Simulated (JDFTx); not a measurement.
# MgSi (P4/mmm) in JDFTx: settings compared

One crystal, MgSi, is run at these levels: r2SCAN, TASK; tasks: band structure.

All numbers are computed with JDFTx 1.7.0 (patched build); they aren't measurements. Logs are shortened: lines on timing, memory, paths and dates and some standing lists are left out, and cuts for length are marked. The log counts tension as positive stress, the text compression.

## (1) The structure

The structure is tetragonal, space group P4/mmm (No. 123). The conventional cell has a = 2.908 Å, b = 2.908 Å, c = 4.103 Å, α = 90.00°, β = 90.00°, γ = 90.00°. Si (site symmetry 4/mmm) is surrounded by 8 Mg at 2.90 Å and 4 Si at 2.91 Å. Around Mg (site symmetry 4/mmm) lie 8 Si at 2.90 Å and 4 Mg at 2.91 Å.

The cell comes from a database or a generator and needn't be the stable form of this composition.

## (2) Band structure, r2SCAN

File bands.in:

```
lattice \
    5.4960681225     0.0000000000     0.0000000000 \
    0.0000000000     5.4960681225     0.0000000000 \
    0.0000000000     0.0000000000     7.7543532024
coords-type Cartesian
ion Si     2.7480340613     2.7480340613     3.8771766012 1
ion Mg     0.0000000000     0.0000000000     0.0000000000 1

ion-species pseudo/Si.upf
ion-species pseudo/Mg.upf
elec-cutoff 40 320
elec-ex-corr mgga-x-r2scan mgga-c-r2scan
elec-smearing Fermi 0.0018374661
elec-n-bands 13
electronic-minimize nIterations 30 energyDiffThreshold 1e-06
davidson-band-ratio 1.3
forces-output-coords Cartesian
include path.kpoints
symmetries none
fix-electron-density run.$VAR

dump-name bands.$VAR
dump End Ecomponents EigStats BandEigs Kpoints Forces
```

File path.kpoints:

```
kpoint +0.0000000000 +0.0000000000 +0.0000000000 0.020000000000
kpoint +0.0000000000 +0.1000000000 +0.0000000000 0.020000000000
kpoint +0.0000000000 +0.2000000000 +0.0000000000 0.020000000000
kpoint +0.0000000000 +0.3000000000 +0.0000000000 0.020000000000
kpoint +0.0000000000 +0.4000000000 +0.0000000000 0.020000000000
kpoint +0.0000000000 +0.5000000000 +0.0000000000 0.020000000000
kpoint +0.1000000000 +0.5000000000 +0.0000000000 0.020000000000
kpoint +0.2000000000 +0.5000000000 +0.0000000000 0.020000000000
kpoint +0.3000000000 +0.5000000000 +0.0000000000 0.020000000000
kpoint +0.4000000000 +0.5000000000 +0.0000000000 0.020000000000
kpoint +0.5000000000 +0.5000000000 +0.0000000000 0.020000000000
kpoint +0.4285714286 +0.4285714286 +0.0000000000 0.020000000000
kpoint +0.3571428571 +0.3571428571 +0.0000000000 0.020000000000
kpoint +0.2857142857 +0.2857142857 +0.0000000000 0.020000000000
kpoint +0.2142857143 +0.2142857143 +0.0000000000 0.020000000000
kpoint +0.1428571429 +0.1428571429 +0.0000000000 0.020000000000
kpoint +0.0714285714 +0.0714285714 +0.0000000000 0.020000000000
kpoint +0.0000000000 +0.0000000000 +0.0000000000 0.020000000000
kpoint +0.0000000000 +0.0000000000 +0.1666666667 0.020000000000
kpoint +0.0000000000 +0.0000000000 +0.3333333333 0.020000000000
kpoint +0.0000000000 +0.0000000000 +0.5000000000 0.020000000000
kpoint +0.0000000000 +0.1000000000 +0.5000000000 0.020000000000
kpoint +0.0000000000 +0.2000000000 +0.5000000000 0.020000000000
kpoint +0.0000000000 +0.3000000000 +0.5000000000 0.020000000000
kpoint +0.0000000000 +0.4000000000 +0.5000000000 0.020000000000
kpoint +0.0000000000 +0.5000000000 +0.5000000000 0.020000000000
kpoint +0.0833333333 +0.5000000000 +0.5000000000 0.020000000000
kpoint +0.1666666667 +0.5000000000 +0.5000000000 0.020000000000
kpoint +0.2500000000 +0.5000000000 +0.5000000000 0.020000000000
kpoint +0.3333333333 +0.5000000000 +0.5000000000 0.020000000000
kpoint +0.4166666667 +0.5000000000 +0.5000000000 0.020000000000
kpoint +0.5000000000 +0.5000000000 +0.5000000000 0.020000000000
kpoint +0.4375000000 +0.4375000000 +0.5000000000 0.020000000000
kpoint +0.3750000000 +0.3750000000 +0.5000000000 0.020000000000
kpoint +0.3125000000 +0.3125000000 +0.5000000000 0.020000000000
kpoint +0.2500000000 +0.2500000000 +0.5000000000 0.020000000000
kpoint +0.1875000000 +0.1875000000 +0.5000000000 0.020000000000
kpoint +0.1250000000 +0.1250000000 +0.5000000000 0.020000000000
kpoint +0.0625000000 +0.0625000000 +0.5000000000 0.020000000000
kpoint +0.0000000000 +0.0000000000 +0.5000000000 0.020000000000
kpoint +0.0000000000 +0.5000000000 +0.0000000000 0.020000000000
kpoint +0.0000000000 +0.5000000000 +0.1250000000 0.020000000000
kpoint +0.0000000000 +0.5000000000 +0.2500000000 0.020000000000
kpoint +0.0000000000 +0.5000000000 +0.3750000000 0.020000000000
kpoint +0.0000000000 +0.5000000000 +0.5000000000 0.020000000000
kpoint +0.5000000000 +0.5000000000 +0.0000000000 0.020000000000
kpoint +0.5000000000 +0.5000000000 +0.1250000000 0.020000000000
kpoint +0.5000000000 +0.5000000000 +0.2500000000 0.020000000000
kpoint +0.5000000000 +0.5000000000 +0.3750000000 0.020000000000
kpoint +0.5000000000 +0.5000000000 +0.5000000000 0.020000000000
```

Potentials or basis: SG15-PBE-1.2 with smoothed tails.

The run is started by

```console
$ jdftx -c 1 -i bands.in -o bands.out
```

Log:

```text
*************** JDFTx 1.7.0 (patched build) ***************

Input parsed successfully to the following command list (including defaults):
[... the input with its defaults ...]

---------- Initializing the Grid ----------
R =
[      5.49607            0            0  ]
[            0      5.49607            0  ]
[            0            0      7.75435  ]
unit cell volume = 234.234
G =
[    1.14321          0          0  ]
[          0    1.14321          0  ]
[          0          0   0.810278  ]
Minimum fftbox size, Smin = [  48  48  64  ]
Chosen fftbox size, S = [  48  48  64  ]

---------- Initializing tighter grid for wavefunction operations ----------
R =
[      5.49607            0            0  ]
[            0      5.49607            0  ]
[            0            0      7.75435  ]
unit cell volume = 234.234
G =
[    1.14321          0          0  ]
[          0    1.14321          0  ]
[          0          0   0.810278  ]
Minimum fftbox size, Smin = [  32  32  48  ]
Chosen fftbox size, S = [  32  32  48  ]

---------- Exchange Correlation functional ----------
Initialized LibXC exchange functional 'Re-regularized SCAN exchange by Furness et al'
Initialized LibXC correlation functional 'Re-regularized SCAN correlation by Furness et al'

---------- Setting up pseudopotentials ----------
Width of ionic core gaussian charges (only for fluid interactions / plotting) set to 0

Reading pseudopotential file 'pseudo/Si.upf':
  'Si' pseudopotential, 'PBE' functional
  Generated using ONCVPSP code by D. R. Hamann
  4 valence electrons, 0 orbitals, 4 projectors, 602 radial grid points, with lMax = 1
  Core radius for overlap checks: 2.98 bohrs.

Reading pseudopotential file 'pseudo/Mg.upf':
  'Mg' pseudopotential, 'PBE' functional
  Generated using ONCVPSP code by D. R. Hamann
  10 valence electrons, 0 orbitals, 4 projectors, 602 radial grid points, with lMax = 1
  Core radius for overlap checks: 2.17 bohrs.

Initialized 2 species with 2 total atoms.

Folded 50 k-points by 1x1x1 to 50 k-points.

---------- Setting up k-points, bands, fillings ----------
No reducable k-points.
Computing the number of bands and number of electrons
Calculating initial fillings.
nElectrons:  14.000000   nBands: 13   nStates: 50

----- Setting up reduced wavefunction bases (one per k-point) -----
average nbasis = 2828.780 , ideal nbasis = 2830.309

---------- Setting up ewald sum ----------
Optimum gaussian width for ewald sums = 2.190896 bohr.
Real space sum over 1089 unit cells with max indices [  5  5  4  ]
Reciprocal space sum over 1815 terms with max indices [  5  5  7  ]

---------- Allocating electronic variables ----------
Reading n from file 'run.n' ... done
Reading tau from file 'run.tau' ... done
Initializing wave functions:  (No orbitals for LCAO)  bandwidth-limited random numbers

----------- Band structure minimization -------------
Minimization will be done independently for each quantum number.

---- Minimization of quantum number:     0  [ +0.0000000 +0.0000000 +0.0000000 ]  0.040000000 ----
BandDavidson: Iter:   0  Eband: +0.278247970230823
BandDavidson: Iter:   1  Eband: +0.030867495664580  dEband: -2.473805e-01
BandDavidson: Iter:   2  Eband: -0.069570117783290  dEband: -1.004376e-01
BandDavidson: Iter:   3  Eband: -0.088584525082517  dEband: -1.901441e-02
[... 707 lines of inner loops ...]
BandDavidson: Iter:  10  Eband: -0.122706697704695  dEband: -1.152645e-06
BandDavidson: Iter:  11  Eband: -0.122707177120094  dEband: -4.794154e-07
BandDavidson: Converged (dEband<1.000000e-06)
	FillingsUpdate:  mu: +0.313699309  nElectrons: 14.000000
WARNING: these k-points are no uniform mesh, so that mu and the fillings of partly filled bands are only those of these points: take mu from the calculation that made the density or potential.

Dumping 'bands.eigStats' ...
	eMin: -2.604092 at state 0 ( [ +0.000000 +0.000000 +0.000000 ] spin 0 )
	HOMO: +0.310874 at state 48 ( [ +0.500000 +0.500000 +0.375000 ] spin 0 )
	mu  : +0.313699
	LUMO: +0.314014 at state 40 ( [ +0.000000 +0.500000 +0.000000 ] spin 0 )
	eMax: +0.847774 at state 31 ( [ +0.500000 +0.500000 +0.500000 ] spin 0 )
	HOMO-LUMO gap: +0.003139
	Optical gap  : +0.013862 at state 2 ( [ +0.000000 +0.200000 +0.000000 ] spin 0 )
Done!
[note: mu, HOMO and LUMO in a band run belong to the points of the path alone and aren't those of the crystal]
```

It took 32 s on 1 thread of Intel Xeon at 2.70GHz, shared host; peak memory 0.08 GiB.

Results:

```
Band gap along the path : none (metal or under the smearing width)
```

Levels at the corners of the path, in eV from the Fermi level:
```csv
point,band 4,band 5,band 6,band 7,band 8,band 9,band 10,band 11
Γ,-44.24,-11.81,-2.88,-0.77,4.83,4.83,5.88,9.39
X,-44.23,-8.31,-5.99,-0.07,2.87,3.37,4.78,7.15
M,-44.23,-4.56,-3.16,-3.16,0.99,3.00,5.99,5.99
Γ,-44.24,-11.81,-2.88,-0.77,4.83,4.83,5.88,9.39
Z,-44.24,-10.72,-7.39,5.32,5.32,7.35,8.35,9.22
R,-44.24,-7.36,-4.98,-3.97,-1.30,7.77,10.79,11.24
A,-44.23,-3.45,-2.36,-2.36,-0.64,1.50,1.50,1.91
Z,-44.24,-10.72,-7.39,5.32,5.32,7.35,8.35,9.22
X,-44.23,-8.31,-5.99,-0.07,2.87,3.37,4.78,7.15
R,-44.24,-7.36,-4.98,-3.97,-1.30,7.77,10.79,11.24
M,-44.23,-4.56,-3.16,-3.16,0.99,3.00,5.99,5.99
A,-44.23,-3.45,-2.36,-2.36,-0.64,1.50,1.50,1.91
```

Caveat: the k mesh is coarse (spacing up to 0.54 Å⁻¹), so the values aren't converged.

## (3) Band structure, TASK

Changes to bands.in since step 2:

```diff
@@ -11,3 +11,3 @@
 elec-cutoff 40 320
-elec-ex-corr mgga-x-r2scan mgga-c-r2scan
+elec-ex-corr mgga-x-task lda-c-pw
 elec-smearing Fermi 0.0018374661
```

path.kpoints is that of step 2.

Potentials or basis: SG15-PBE-1.2 with smoothed tails.

The run is started by

```console
$ jdftx -c 1 -i bands.in -o bands.out
```

Log:

```text
*************** JDFTx 1.7.0 (patched build) ***************

Input parsed successfully to the following command list (including defaults):
[... the input with its defaults ...]

---------- Initializing the Grid ----------
R =
[      5.49607            0            0  ]
[            0      5.49607            0  ]
[            0            0      7.75435  ]
unit cell volume = 234.234
G =
[    1.14321          0          0  ]
[          0    1.14321          0  ]
[          0          0   0.810278  ]
Minimum fftbox size, Smin = [  48  48  64  ]
Chosen fftbox size, S = [  48  48  64  ]

---------- Initializing tighter grid for wavefunction operations ----------
R =
[      5.49607            0            0  ]
[            0      5.49607            0  ]
[            0            0      7.75435  ]
unit cell volume = 234.234
G =
[    1.14321          0          0  ]
[          0    1.14321          0  ]
[          0          0   0.810278  ]
Minimum fftbox size, Smin = [  32  32  48  ]
Chosen fftbox size, S = [  32  32  48  ]

---------- Exchange Correlation functional ----------
Initialized LibXC exchange functional 'TASK exchange of Aschebrock and Kuemmel'
Initialized LibXC correlation functional 'Perdew & Wang'

---------- Setting up pseudopotentials ----------
Width of ionic core gaussian charges (only for fluid interactions / plotting) set to 0

Reading pseudopotential file 'pseudo/Si.upf':
  'Si' pseudopotential, 'PBE' functional
  Generated using ONCVPSP code by D. R. Hamann
  4 valence electrons, 0 orbitals, 4 projectors, 602 radial grid points, with lMax = 1
  Core radius for overlap checks: 2.98 bohrs.

Reading pseudopotential file 'pseudo/Mg.upf':
  'Mg' pseudopotential, 'PBE' functional
  Generated using ONCVPSP code by D. R. Hamann
  10 valence electrons, 0 orbitals, 4 projectors, 602 radial grid points, with lMax = 1
  Core radius for overlap checks: 2.17 bohrs.

Initialized 2 species with 2 total atoms.

Folded 50 k-points by 1x1x1 to 50 k-points.

---------- Setting up k-points, bands, fillings ----------
No reducable k-points.
Computing the number of bands and number of electrons
Calculating initial fillings.
nElectrons:  14.000000   nBands: 13   nStates: 50

----- Setting up reduced wavefunction bases (one per k-point) -----
average nbasis = 2828.780 , ideal nbasis = 2830.309

---------- Setting up ewald sum ----------
Optimum gaussian width for ewald sums = 2.190896 bohr.
Real space sum over 1089 unit cells with max indices [  5  5  4  ]
Reciprocal space sum over 1815 terms with max indices [  5  5  7  ]

---------- Allocating electronic variables ----------
Reading n from file 'run.n' ... done
Reading tau from file 'run.tau' ... done
Initializing wave functions:  (No orbitals for LCAO)  bandwidth-limited random numbers

----------- Band structure minimization -------------
Minimization will be done independently for each quantum number.

---- Minimization of quantum number:     0  [ +0.0000000 +0.0000000 +0.0000000 ]  0.040000000 ----
BandDavidson: Iter:   0  Eband: +0.302136515289321
BandDavidson: Iter:   1  Eband: +0.030664206377073  dEband: -2.714723e-01
BandDavidson: Iter:   2  Eband: -0.068561065157194  dEband: -9.922527e-02
BandDavidson: Iter:   3  Eband: -0.088122067257220  dEband: -1.956100e-02
[... 710 lines of inner loops ...]
BandDavidson: Iter:  10  Eband: -0.124472292978171  dEband: -1.118949e-06
BandDavidson: Iter:  11  Eband: -0.124472651571416  dEband: -3.585932e-07
BandDavidson: Converged (dEband<1.000000e-06)
	FillingsUpdate:  mu: +0.328872043  nElectrons: 14.000000
WARNING: these k-points are no uniform mesh, so that mu and the fillings of partly filled bands are only those of these points: take mu from the calculation that made the density or potential.

Dumping 'bands.eigStats' ...
	eMin: -2.702638 at state 0 ( [ +0.000000 +0.000000 +0.000000 ] spin 0 )
	HOMO: +0.323858 at state 6 ( [ +0.100000 +0.500000 +0.000000 ] spin 0 )
	mu  : +0.328872
	LUMO: +0.333400 at state 34 ( [ +0.312500 +0.312500 +0.500000 ] spin 0 )
	eMax: +0.903858 at state 31 ( [ +0.500000 +0.500000 +0.500000 ] spin 0 )
	HOMO-LUMO gap: +0.009542
	Optical gap  : +0.032503 at state 2 ( [ +0.000000 +0.200000 +0.000000 ] spin 0 )
Done!
[note: mu, HOMO and LUMO in a band run belong to the points of the path alone and aren't those of the crystal]
```

It took 40 s on 1 thread of Intel Xeon at 2.70GHz, shared host; peak memory 0.1 GiB.

What came out:

```
Band gap along the path : none (metal or under the smearing width)
```

Levels at the corners of the path, in eV from the Fermi level:
```tsv
point	band 3	band 4	band 5	band 6	band 7	band 8	band 9	band 10	band 11
Γ	-46.36	-46.31	-13.01	-3.42	-0.64	5.03	5.03	6.21	10.46
X	-46.36	-46.31	-9.32	-6.56	-0.53	3.10	3.71	5.81	7.48
M	-46.40	-46.30	-5.32	-3.68	-3.68	1.38	2.77	6.17	6.17
Γ	-46.36	-46.31	-13.01	-3.42	-0.64	5.03	5.03	6.21	10.46
Z	-46.36	-46.31	-11.92	-8.01	5.51	5.51	7.67	9.25	9.65
R	-46.36	-46.31	-8.31	-5.63	-4.60	-0.94	8.14	11.87	11.97
A	-46.40	-46.30	-4.06	-2.91	-2.91	-1.24	1.78	1.78	2.18
Z	-46.36	-46.31	-11.92	-8.01	5.51	5.51	7.67	9.25	9.65
X	-46.36	-46.31	-9.32	-6.56	-0.53	3.10	3.71	5.81	7.48
R	-46.36	-46.31	-8.31	-5.63	-4.60	-0.94	8.14	11.87	11.97
M	-46.40	-46.30	-5.32	-3.68	-3.68	1.38	2.77	6.17	6.17
A	-46.40	-46.30	-4.06	-2.91	-2.91	-1.24	1.78	1.78	2.18
```

Caveat: the k mesh is coarse (spacing up to 0.54 Å⁻¹), so the values aren't converged.
